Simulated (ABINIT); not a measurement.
Crystal: CuI.

```
CELL_PARAMETERS angstrom
4.09020 0.00000 0.00000
0.00000 4.09020 0.00000
0.00000 0.00000 6.55146
ATOMIC_POSITIONS crystal
I 0.00000 0.50000 0.74303
I 0.50000 0.00000 0.25697
Cu 0.00000 0.00000 0.00000
Cu 0.50000 0.50000 0.00000
```

Measurements of this composition are mostly on another form, of space group No. 216.

Base run:

| Quantity | Value |
| --- | --- |
| Program | ABINIT 10.8.3 (patched build) |
| Functional | LDA |
| Potentials or basis | JTH PAW LDA v2.0 |
| Cutoff | 707 eV |
| k mesh | 7 × 7 × 4 |
| Occupations | fermi-dirac, width 0.05 eV |
| Spin | no spin polarisation |

Its results: band gap on the k mesh 1.38 eV, direct; pressure -3.2 GPa; largest force 0.382 eV/Å.

The run is repeated on the same cell with these changes: functional from LDA to PBEsol; potentials or basis from JTH PAW LDA v2.0 to PseudoDojo NC SR PBEsol v0.4.1 standard; cutoff from 707 eV to 1252 eV. What comes out?

Band gap on the k mesh 1.46 eV, direct; pressure -1.5 GPa; largest force 0.185 eV/Å.

Caveats: spin-orbit coupling is left out, which moves the levels of the heavy elements; this functional lacks dispersion, which binds the layers, so the pressure and a relaxed spacing across them are unreliable (some runs).
